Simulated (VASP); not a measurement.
Write the native input for VASP 6.6.1 that does the following.

| Property | Result |
| --- | --- |
| Task | band structure |
| Functional | AM05 |
| Potentials or basis | VASP PAW PBE potentials, release 64 (B) |
| Cutoff | 520 eV |
| k mesh | 14 × 14 × 14 |
| Occupations | fermi-dirac, width 0.05 eV |
| Spin | no spin polarisation |
| Further INCAR settings | ALGO = Fast; EDIFF = 1e-06 |

The structure of B lies in POSCAR:

```
B
1.0
    1.8852400000      0.0000000000      0.0000000000
    0.0000000000      1.8852400000      0.0000000000
    0.0000000000      0.0000000000      1.8852400000
B
1
Direct
    0.5000000000      0.5000000000      0.5000000000
```

The cell was built by a generator and needn't be a form met in nature.

One way to write it, as run:

INCAR

```
  PREC = Accurate
  ENCUT = 520
  EDIFF = 1E-6
  ISMEAR = -1
  SIGMA = 0.05
  LREAL = False
  LASPH = True
  NELM = 100
  ALGO = Fast
  ISIF = 2
  LWAVE = False
  LCHARG = False
  GGA = AM
```

KPOINTS

```
regular mesh
0
Gamma
  14 14 14
```

KPOINTS_OPT

```
path GXMGRX,MR
20
line-mode
reciprocal
 0.0000000000  0.0000000000  0.0000000000  G
 0.0000000000  0.5000000000  0.0000000000  X

 0.0000000000  0.5000000000  0.0000000000  X
 0.5000000000  0.5000000000  0.0000000000  M

 0.5000000000  0.5000000000  0.0000000000  M
 0.0000000000  0.0000000000  0.0000000000  G

 0.0000000000  0.0000000000  0.0000000000  G
 0.5000000000  0.5000000000  0.5000000000  R

 0.5000000000  0.5000000000  0.5000000000  R
 0.0000000000  0.5000000000  0.0000000000  X

 0.5000000000  0.5000000000  0.0000000000  M
 0.5000000000  0.5000000000  0.5000000000  R
```

Potentials or basis: VASP PAW PBE potentials, release 64 (B).

Run with:

```bash
$ cat potpaw_PBE.64/B/POTCAR > POTCAR
$ mpirun -np 1 vasp_std > vasp.out
```

Results of the run:

The pressure is -3.9 GPa and the band gap along the path is none (metal or under the smearing width).

Caveat: the PAW data sets were made with another functional, which shifts forces and pressure a little.

Run time: 2.5 s on 1 thread of Intel(R) Xeon(R) Platinum 8559C (Emerald Rapids), with other jobs on the host, peak memory 0.11 GiB.
